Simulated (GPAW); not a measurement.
**Magnetic state of free-standing triangular Ni monolayer, spacing 2.356 A from several starts**

A self-consistent run ends on one state, which hangs on the start. Several orders of free-standing triangular Ni monolayer, spacing 2.356 A are started in GPAW and their energies compared.

Method: PBE; plane waves with GPAW's PAW setups, scalar-relativistic, in GPAW 26.7.0.

### Step 1. The structure

The cell holds 1 atom: 1 Ni. Its edges and angles: a = 2.356 Å, b = 2.356 Å, c = 14.000 Å, α = 90.0°, β = 90.0°, γ = 120.0°. model lattice. Vacuum lies along c.

As a file:

```cif
data_structure
_symmetry_space_group_name_H-M 'P 1'
_symmetry_Int_Tables_number 1
_cell_length_a 2.3560
_cell_length_b 2.3560
_cell_length_c 14.0000
_cell_angle_alpha 90.000
_cell_angle_beta 90.000
_cell_angle_gamma 120.000
_cell_volume 67.30
loop_
_atom_site_label
_atom_site_type_symbol
_atom_site_fract_x
_atom_site_fract_y
_atom_site_fract_z
_atom_site_occupancy
Ni1 Ni 0.00000 0.00000 0.50000 1
```

### Step 2. Start 1: ferro +

Parallel moments need no larger cell; this start tests for a ferromagnetic state only.

Input file order1.py:

```python
import json
import numpy as np
from ase import Atoms
from ase.parallel import paropen, parprint
from gpaw import GPAW

atoms = Atoms(['Ni'],
    cell=[[2.356, 0.0, 0.0],
         [-1.178, 2.040356, 0.0],
         [0.0, 0.0, 14.0]],
    scaled_positions=[[0.0, 0.0, 0.5]],
    pbc=True,
    magmoms=[1.0])
atoms.calc = GPAW(mode={'name': 'pw', 'ecut': 550},
    xc='PBE',
    kpts={'size': (14, 14, 1), 'gamma': True},
    occupations={'name': 'fermi-dirac', 'width': 0.05},
    convergence={'density': 1e-05, 'energy': 1e-05},
    maxiter=200,
    symmetry={'tolerance': 1e-4},
    txt='order1.txt')
e = atoms.get_potential_energy(force_consistent=True)
res = {'free_energy': e, 'energy_sigma0': atoms.get_potential_energy(), 'fermi_energy': atoms.calc.get_fermi_level()}
res['moments'] = atoms.get_magnetic_moments().tolist()
res['total'] = atoms.get_magnetic_moment()
parprint('site moments (muB):', np.round(res['moments'], 3))
parprint(f"total moment: {res['total']:.3f} muB")
parprint(f'free energy: {e:.6f} eV')
atoms.calc.write('order1.gpw')
with paropen('results.json', 'w') as f:
    json.dump(res, f)
```

The run is started by

```console
OMP_NUM_THREADS=1 python3 order1.py > order1.log
```

Numbers of over 12 decimals in the logs are rounded to 6 here.

Log:

```text
site moments (muB): [0.968]
total moment: 0.912 muB
free energy: -6.106781 eV

--- order1.txt ---
Input parameters:
  mode=PW(ecut=550),
  convergence={'density': 1e-05, 'energy': 1e-05},
  kpts=MonkhorstPack(size=(14, 14, 1), gamma=True),
  maxiter=200,
  occupations=Occupations(name='fermi-dirac', width=0.05),
  symmetry=Symmetry(tolerance=0.0001),
  xc=XC(name='PBE')

Diagonalizing LCAO Hamiltonian
Converting LCAO to pw mode

       Ni

Atoms  # Å, Bohr magnetons
|   | symbol |        x |        y |        z |    initial magnetic moments |
|---|--------|----------|----------|----------|-----------------------------|
| 0 |     Ni | 0.000000 | 0.000000 | 7.000000 | ( 0.0000,  0.0000,  1.0000) |

Unit cell  # Å
| periodic |         x |        y |         z |   lengths |     angles |
|----------|-----------|----------|-----------|-----------|------------|
|      yes |  2.356000 | 0.000000 |  0.000000 |  2.356000 |  90.000000 |
|      yes | -1.178000 | 2.040356 |  0.000000 |  2.356000 |  90.000000 |
|      yes |  0.000000 | 0.000000 | 14.000000 | 14.000000 | 119.999998 |

Number of symmetries: 24

BZ-sampling:
  Number of BZ points: 196
  Number of IBZ points: 24

  Monkhorst-Pack size: [14, 14, 1]
  Monkhorst-Pack shift: [0.035714, 0.035714, 0.0]

K-points  # in reciprocal-cell coordinates
|     |                                coordinates |     weight |
|-----|--------------------------------------------|------------|
|   0 | (  0.00000000,   0.00000000,   0.00000000) | 0.00510204 |
|   1 | (  0.07142857,   0.00000000,   0.00000000) | 0.03061224 |
|   2 | (  0.14285714,  -0.07142857,   0.00000000) | 0.03061224 |
|   3 | (  0.14285714,   0.00000000,   0.00000000) | 0.03061224 |
|   4 | (  0.21428571,  -0.07142857,   0.00000000) | 0.06122449 |
|   5 | (  0.21428571,   0.00000000,   0.00000000) | 0.03061224 |
|   6 | (  0.28571429,  -0.14285714,   0.00000000) | 0.03061224 |
|   7 | (  0.28571429,  -0.07142857,   0.00000000) | 0.06122449 |
|   8 | (  0.28571429,   0.00000000,   0.00000000) | 0.03061224 |
|   9 | (  0.35714286,  -0.14285714,   0.00000000) | 0.06122449 |
| ... |                                            |            |
|  23 | (  0.50000000,   0.50000000,   0.00000000) | 0.01530612 |

Plane wave coefficients: 2005
Cutoff: 550.0 eV

Spin-components: 2 (collinear spins)
Bands:           12
Projectors:      6
Spin-degeneracy: 1
Datatype:        complex128

Parallelization:
  kpt:    1
  domain: 1
  band:   1

Density:
  Valence electrons: 16.0
  Components: 2
  Grid points: [14 14 80]
  Charge: 0.0  # |e|

Potential:
  Grid points: [14 14 80]

species:
  Ni:
    name:    Nickel
    Z:       28.0
    valence: 16
    core:    12
    charge:  0.0  # [|e|]
    compensation charges:
      type: gauss
      rc: 0.36  # [Å]
      lmax: 2
    cutoffs:
      filter: 2.14  # [Å]
      core: 1.98  # [Å]
    projectors
    | kind |    occ | energy [eV] | rcut [Å] |
    |------|--------|-------------|----------|
    |   4s |  2.000 |      -5.642 |    1.164 |
    |   3p |  6.000 |     -71.394 |    1.207 |
    |   4p |  0.000 |      -1.226 |    1.207 |
    |   3d |  8.000 |      -8.875 |    1.138 |
    |    s |        |      21.570 |    1.164 |
    |    d |        |      18.337 |    1.138 |

    Using partial waves for Ni as LCAO basis

Reference energy: -41367.998447  # eV

eigensolver:
  PPCG
  Converge bands: occupied
  niter=2

density mixing:
  MSR1-Mixer
  Pratt-step length: 0.05
  Maximum mixing coefficient: 0.75
  Old densities: 10
  SVD Regularization: 0.005
  Good broyden scale: 1.0
  Trust region scale: 1.0
  Backstep threshold: 4.0
  History deletion threshold: 6.0
  Fourier metric: weight=20.0, sigma=0.015

occupation numbers:
  Fermi-Dirac:
    width: 0.0500  # eV

poisson solver:
  ecut: 4400.0  # eV

xc functional:
  name: PBE with 2 nearest neighbor stencil

convergence criteria:
- Maximum integral of absolute [dens]ity change: 1e-05 electrons / valence electron
- Maximum [total energy] change in last 3 cyles: 1e-05 eV / valence electron
- Maximum integral of absolute [eigenst]ate change: 4e-08 eV^2 / valence electron
maximum number of iterations: 200

SCF iterations
|iter     |      energy | eigst |  dens |  magmom |
|---------|-------------|-------|-------|---------|
|iter:   1|       0s |   -6.408910 | +0.44 |       |  +1.0009|
|iter:   2|       1s |   -6.262807 | -0.68 | -1.10 |  +0.9829|
|iter:   3|       2s |   -6.070824 | -1.48 | -1.22 |  +0.9363|
|iter:   4|       3s |   -6.066574 | -2.34 | -1.66 |  +0.9227|
|iter:   5|       4s |   -6.081545 | -2.35 | -1.82 |  +0.9064|
|iter:   6|       5s |   -6.089373 | -3.14 | -2.14 |  +0.9021|
|iter:   7|       6s |   -6.098489 | -3.11 | -2.27 |  +0.8990|
|iter:   8|       7s |   -6.098794 | -3.91 | -2.40 |  +0.9000|
|iter:   9|       8s |   -6.098937 | -4.38 | -2.67 |  +0.9038|
|iter:  10|       9s |   -6.098837c| -5.18 | -3.05 |  +0.9094|
|iter:  11|       9s |   -6.098833c| -6.00 | -3.47 |  +0.9119|
|iter:  12|      10s |   -6.098826c| -6.76 | -4.10 |  +0.9121|
|iter:  13|      11s |   -6.098828c| -7.60c| -4.77 |  +0.9122|
|iter:  14|      11s |   -6.098828c| -8.18c| -5.73c|  +0.9122|

Converged in 14 steps
Energy contributions relative to reference atoms: (reference = -41367.998447)

Energy contributions:
  Kinetic:           6.142052
  Coulomb:          -4.567097
  Zero:              0.107556
  External:          0.000000
  Xc:               -7.773387
  Entropy:          -0.015906
  Spinorbit:         0.000000
  ----------------------------
  Free energy:      -6.106781
  Extrapolated:     -6.098828

dipole moment: (-2.417141, -4.186611, 0.000002)  # |e|*Ang

Total magnetic moment: (0.000000, 0.000000, 0.912199)

Local magnetic moments
|        x |        y |        z |
|----------|----------|----------|
| 0.000000 | 0.000000 | 0.968313 |  # Ni   0

Fermi level: -3.251
Eigenvalues  # (at kpt = [0.000, 0.000, 0.000])
| band index |      eig [eV] | occ [0-1] |      eig [eV] | occ [0-1] |
|------------|---------------|-----------|---------------|-----------|
|          0 |       -67.175 |     1.000 |       -66.015 |     1.000 |
|          1 |       -67.175 |     1.000 |       -66.015 |     1.000 |
|          2 |       -66.976 |     1.000 |       -65.794 |     1.000 |
|          3 |        -9.402 |     1.000 |        -9.325 |     1.000 |
|          4 |        -5.469 |     1.000 |        -4.835 |     1.000 |
|          5 |        -5.469 |     1.000 |        -4.561 |     1.000 |
|          6 |        -5.247 |     1.000 |        -4.560 |     1.000 |
|          7 |        -4.132 |     1.000 |        -2.721 |     0.000 |
|          8 |        -4.132 |     1.000 |        -2.721 |     0.000 |
|          9 |        -2.448 |     0.000 |        -2.533 |     0.000 |
|         10 |         1.859 |     0.000 |         1.799 |     0.000 |
|         11 |         2.843 |     0.000 |         2.750 |     0.000 |

No gap
No difference between direct/indirect transitions
```

The job ended after 16 s (1 MPI rank of Intel Xeon 6975P-C (Granite Rapids), shared host; peak memory 0.18 GiB).

This step gave:

```yaml
magnetization: 0.9122 μB
final_state: ferromagnetic
largest_moment: 0.9683 μB
```

After 14 cycles the largest moment stands at 0.968 μB.

### Step 3. Start 2: antiferro q=(0,1/2,0) +-

Reversing part of the moments tests the sign of the couplings between them.

This order needs a doubled cell of 2 atoms. Its mesh is chosen so that both cells sample the same points.

order2.py is the script of step 2 with these lines changed:

```diff
@@ -6,12 +6,13 @@
 
-atoms = Atoms(['Ni'],
+atoms = Atoms(['Ni', 'Ni'],
     cell=[[2.356, 0.0, 0.0],
-         [-1.178, 2.040356, 0.0],
+         [-2.356, 4.080712, 0.0],
          [0.0, 0.0, 14.0]],
-    scaled_positions=[[0.0, 0.0, 0.5]],
+    scaled_positions=[[0.0, 0.0, 0.5],
+         [0.0, 0.5, 0.5]],
     pbc=True,
-    magmoms=[1.0])
+    magmoms=[1.0, -1.0])
 atoms.calc = GPAW(mode={'name': 'pw', 'ecut': 550},
     xc='PBE',
-    kpts={'size': (14, 14, 1), 'gamma': True},
+    kpts={'size': (14, 7, 1), 'gamma': True},
     occupations={'name': 'fermi-dirac', 'width': 0.05},
@@ -20,3 +21,3 @@
     symmetry={'tolerance': 1e-4},
-    txt='order1.txt')
+    txt='order2.txt')
 e = atoms.get_potential_energy(force_consistent=True)
@@ -28,3 +29,3 @@
 parprint(f'free energy: {e:.6f} eV')
-atoms.calc.write('order1.gpw')
+atoms.calc.write('order2.gpw')
 with paropen('results.json', 'w') as f:
```

The run is started by

```console
OMP_NUM_THREADS=1 python3 order2.py > order2.log
```

Log:

```text
site moments (muB): [ 0.375 -0.375]
total moment: -0.000 muB
free energy: -12.062714 eV

--- order2.txt ---
Input parameters:
  mode=PW(ecut=550),
  convergence={'density': 1e-05, 'energy': 1e-05},
  kpts=MonkhorstPack(size=(14, 7, 1), gamma=True),
  maxiter=200,
  occupations=Occupations(name='fermi-dirac', width=0.05),
  symmetry=Symmetry(tolerance=0.0001),
  xc=XC(name='PBE')

Diagonalizing LCAO Hamiltonian
Converting LCAO to pw mode

         Ni
          Ni

Atoms  # Å, Bohr magnetons
|   | symbol |         x |        y |        z |    initial magnetic moments |
|---|--------|-----------|----------|----------|-----------------------------|
| 0 |     Ni |  0.000000 | 0.000000 | 7.000000 | ( 0.0000,  0.0000,  1.0000) |
| 1 |     Ni | -1.178000 | 2.040356 | 7.000000 | ( 0.0000,  0.0000, -1.0000) |

Unit cell  # Å
| periodic |         x |        y |         z |   lengths |     angles |
|----------|-----------|----------|-----------|-----------|------------|
|      yes |  2.356000 | 0.000000 |  0.000000 |  2.356000 |  90.000000 |
|      yes | -2.356000 | 4.080712 |  0.000000 |  4.712000 |  90.000000 |
|      yes |  0.000000 | 0.000000 | 14.000000 | 14.000000 | 119.999998 |

Number of symmetries: 4

BZ-sampling:
  Number of BZ points: 98
  Number of IBZ points: 50

  Monkhorst-Pack size: [14, 7, 1]
  Monkhorst-Pack shift: [0.035714, 0.0, 0.0]

Plane wave coefficients: 3996
Cutoff: 550.0 eV

Spin-components: 2 (collinear spins)
Bands:           24
Projectors:      12
Spin-degeneracy: 1
Datatype:        complex128

Parallelization:
  kpt:    1
  domain: 1
  band:   1

Density:
  Valence electrons: 32.0
  Components: 2
  Grid points: [14 27 80]
  Charge: 0.0  # |e|

Potential:
  Grid points: [14 27 80]

[... setups left out ...]
Reference energy: -82735.996895  # eV

eigensolver:
  PPCG
  Converge bands: occupied
  niter=2

density mixing:
  MSR1-Mixer
  Pratt-step length: 0.05
  Maximum mixing coefficient: 0.75
  Old densities: 10
  SVD Regularization: 0.005
  Good broyden scale: 1.0
  Trust region scale: 1.0
  Backstep threshold: 4.0
  History deletion threshold: 6.0
  Fourier metric: weight=20.0, sigma=0.015

occupation numbers:
  Fermi-Dirac:
    width: 0.0500  # eV

poisson solver:
  ecut: 4400.0  # eV

xc functional:
  name: PBE with 2 nearest neighbor stencil

convergence criteria:
- Maximum integral of absolute [dens]ity change: 1e-05 electrons / valence electron
- Maximum [total energy] change in last 3 cyles: 1e-05 eV / valence electron
- Maximum integral of absolute [eigenst]ate change: 4e-08 eV^2 / valence electron
maximum number of iterations: 200

SCF iterations
|iter     |      energy | eigst |  dens |  magmom |
|---------|-------------|-------|-------|---------|
|iter:   1|       0s |  -12.692330 | +0.44 |       |  -0.0000|
|iter:   2|       7s |  -12.410913 | -0.57 | -1.10 |  -0.0000|
|iter:   3|      14s |  -11.976862 | -1.41 | -1.18 |  -0.0000|
|iter:   4|      22s |  -11.993779 | -2.28 | -1.53 |  +0.0008|
|iter:   5|      29s |  -12.078393 | -2.32 | -1.66 |  -0.0171|
|iter:   6|      37s |  -12.024253 | -2.78 | -1.43 |  +0.0025|
|iter:   7|      44s |  -12.031206 | -3.25 | -1.89 |  -0.0006|
|iter:   8|      52s |  -12.037014 | -3.37 | -2.14 |  +0.0010|
|iter:   9|      60s |  -12.038627 | -3.77 | -2.38 |  +0.0091|
|iter:  10|      67s |  -12.038464 | -4.65 | -2.62 |  +0.0077|
|iter:  11|      75s |  -12.038429c| -5.08 | -3.06 |  +0.0102|
|iter:  12|      83s |  -12.038420c| -6.04 | -3.40 |  +0.0122|
|iter:  13|      91s |  -12.038417c| -5.74 | -3.42 |  +0.0235|
|iter:  14|      99s |  -12.038437c| -6.79 | -3.18 |  +0.0247|
|iter:  15|     106s |  -12.038465c| -5.72 | -3.15 |  +0.0202|
|iter:  16|     114s |  -12.038423c| -5.81 | -3.20 |  +0.0211|
|iter:  17|     121s |  -12.038475c| -5.81 | -3.25 |  +0.0191|
|iter:  18|     129s |  -12.038432c| -5.91 | -3.21 |  +0.0219|
|iter:  19|     136s |  -12.038477c| -5.91 | -3.30 |  +0.0305|
|iter:  20|     144s |  -12.038432c| -5.78 | -3.25 |  +0.0190|
|iter:  21|     151s |  -12.038421c| -6.11 | -3.39 |  +0.0091|
|iter:  22|     158s |  -12.038400c| -6.77 | -3.66 |  +0.0061|
|iter:  23|     166s |  -12.038384c| -6.96 | -3.79 |  +0.0029|
|iter:  24|     173s |  -12.038377c| -7.45c| -4.13 |  +0.0010|
|iter:  25|     181s |  -12.038373c| -7.91c| -4.66 |  -0.0001|
|iter:  26|     184s |  -12.038369c| -7.70c| -5.03c|  -0.0002|

Converged in 26 steps
Energy contributions relative to reference atoms: (reference = -82735.996895)

Energy contributions:
  Kinetic:          10.994462
  Coulomb:          -7.833490
  Zero:              0.217164
  External:          0.000000
  Xc:              -15.392159
  Entropy:          -0.048691
  Spinorbit:         0.000000
  ----------------------------
  Free energy:     -12.062714
  Extrapolated:    -12.038369

dipole moment: (-4.816066, -8.341671, 0.000007)  # |e|*Ang

Total magnetic moment: (0.000000, 0.000000, -0.000231)

Local magnetic moments
|        x |        y |         z |
|----------|----------|-----------|
| 0.000000 | 0.000000 |  0.374675 |  # Ni   0
| 0.000000 | 0.000000 | -0.374910 |  # Ni   1

Fermi level: -3.352
Eigenvalues  # (at kpt = [0.000, 0.000, 0.000])
| band index |      eig [eV] | occ [0-1] |      eig [eV] | occ [0-1] |
|------------|---------------|-----------|---------------|-----------|
|          0 |       -66.939 |     1.000 |       -66.939 |     1.000 |
|        ... |               |           |               |           |
|          6 |        -9.341 |     1.000 |        -9.341 |     1.000 |
|          7 |        -7.157 |     1.000 |        -7.157 |     1.000 |
|          8 |        -5.567 |     1.000 |        -5.567 |     1.000 |
|          9 |        -5.054 |     1.000 |        -5.054 |     1.000 |
|         10 |        -5.043 |     1.000 |        -5.043 |     1.000 |
|         11 |        -4.863 |     1.000 |        -4.863 |     1.000 |
|         12 |        -3.935 |     1.000 |        -3.935 |     1.000 |
|         13 |        -3.582 |     0.990 |        -3.582 |     0.990 |
|         14 |        -3.195 |     0.042 |        -3.196 |     0.042 |
|         15 |        -3.018 |     0.001 |        -3.018 |     0.001 |
|         16 |        -2.885 |     0.000 |        -2.885 |     0.000 |
|         17 |        -2.450 |     0.000 |        -2.450 |     0.000 |
|         18 |        -0.673 |     0.000 |        -0.673 |     0.000 |
|         19 |         1.825 |     0.000 |         1.825 |     0.000 |
|         20 |         2.788 |     0.000 |         2.788 |     0.000 |
|         21 |         3.375 |     0.000 |         3.375 |     0.000 |
|        ... |               |           |               |           |
|         23 |         6.163 |     0.000 |         6.163 |     0.000 |

No gap
No difference between direct/indirect transitions
```

Wall time 3.3 min (1 MPI rank); peak memory 0.39 GiB.

Numbers from this step:

| Item | Value |
| --- | --- |
| magnetization | 0 μB |
| final state | antiferromagnetic |
| largest moment | 0.3749 μB |

It lies 75.4 meV a seeded atom over the first start, and its largest moment is 0.375 μB against 0.968 μB.

### Step 4. Run 3 (no spin polarisation)

This run holds no moments, which gives a state to set the others against.

Input file nospin.py:

```python
import json
import numpy as np
from ase import Atoms
from ase.parallel import paropen, parprint
from gpaw import GPAW

atoms = Atoms(['Ni'],
    cell=[[2.356, 0.0, 0.0],
         [-1.178, 2.040356, 0.0],
         [0.0, 0.0, 14.0]],
    scaled_positions=[[0.0, 0.0, 0.5]],
    pbc=True)
atoms.calc = GPAW(mode={'name': 'pw', 'ecut': 550},
    xc='PBE',
    kpts={'size': (14, 14, 1), 'gamma': True},
    occupations={'name': 'fermi-dirac', 'width': 0.05},
    convergence={'density': 1e-05, 'energy': 1e-05},
    maxiter=200,
    symmetry={'tolerance': 1e-4},
    txt='nospin.txt')
e = atoms.get_potential_energy(force_consistent=True)
res = {'free_energy': e, 'energy_sigma0': atoms.get_potential_energy(), 'fermi_energy': atoms.calc.get_fermi_level()}
parprint(f'free energy: {e:.6f} eV')
atoms.calc.write('nospin.gpw')
with paropen('results.json', 'w') as f:
    json.dump(res, f)
```

The run is started by

```console
OMP_NUM_THREADS=1 python3 nospin.py > nospin.log
```

Log:

```text
free energy: -6.016905 eV

--- nospin.txt ---
Input parameters:
  mode=PW(ecut=550),
  convergence={'density': 1e-05, 'energy': 1e-05},
  kpts=MonkhorstPack(size=(14, 14, 1), gamma=True),
  maxiter=200,
  occupations=Occupations(name='fermi-dirac', width=0.05),
  symmetry=Symmetry(tolerance=0.0001),
  xc=XC(name='PBE')

Diagonalizing LCAO Hamiltonian
Converting LCAO to pw mode

       Ni

Atoms  # Å, Bohr magnetons
[...]
|------------|---------------|-----------|
|          0 |       -66.568 |     2.000 |
|          1 |       -66.568 |     2.000 |
|          2 |       -65.982 |     2.000 |
|          3 |        -9.334 |     2.000 |
|          4 |        -5.044 |     2.000 |
[...]
|          8 |        -3.202 |     0.047 |
|          9 |        -2.442 |     0.000 |
|         10 |         1.824 |     0.000 |
|         11 |         2.787 |     0.000 |

No gap
No difference between direct/indirect transitions


[key lines of the parts left out:]
Free energy:      -6.016905
Converged in 12 steps
dipole moment: (-2.405926, -4.167187, 0.000002)  # |e|*Ang
Fermi level: -3.388
```

Wall time 7.6 s (1 MPI rank); peak memory 0.16 GiB.

This step gave:

```
final state : non-magnetic (no spin polarisation)
```

It lies 89.9 meV a seeded atom over the first start.

### Step 5. The states side by side

These are free energies at a smearing of 0.05 eV, so its entropy term is in the differences. They are divided by the number of seeded atoms, so that cells of unlike size compare. Wavevectors q in the names are fractions of the reciprocal vectors of the first run's cell.

Orders:

```
                   start        final state  typed order kept  energy over the lowest (meV a seeded atom)  largest site moment (μB)  net moment (μB a primitive cell)  mesh matched  CPU time (s)
                 ferro +      ferromagnetic               yes                                           0                    0.9683                            0.9122           yes         16.34
antiferro q=(0,1/2,0) +-  antiferromagnetic               yes                                       75.42                    0.3749                           1.16e-4           yes         196.8
    no spin polarisation       non-magnetic                 -                                       89.88                         0                                 0           yes          7.47
```

### Step 6. Summary of results

```
lowest state found                 : ferromagnetic (typed ferro +)
largest site moment                : 0.968 μB
next state                         : antiferromagnetic, 75.4 meV a seeded atom higher
energy gained by spin polarisation : 89.9 meV a seeded atom
```

What this shows: The lowest state found is ferromagnetic, reached from the start ferro +, with moments up to 0.968 μB. The next state costs 75 meV a seeded atom. This is the lowest of 3 finished starts, no proof of the ground state.

[Logs and program files are shortened in this print: banners, set-up blocks, solver, clock and traceback lines can be left out without a mark of their own.]

[Logs are printed without paths, hosts, clocks, repeated set-up lines and the standing remarks that a program may print on its own settings, such as how far it seeks lower states.]

[Hosts, paths, dates, database ids (printed as entryN), source tags and the programs' standing remarks are cut or masked in the printed files.]

[Where a cell is said to come from a database of computed structures, the database is the Materials Project.]
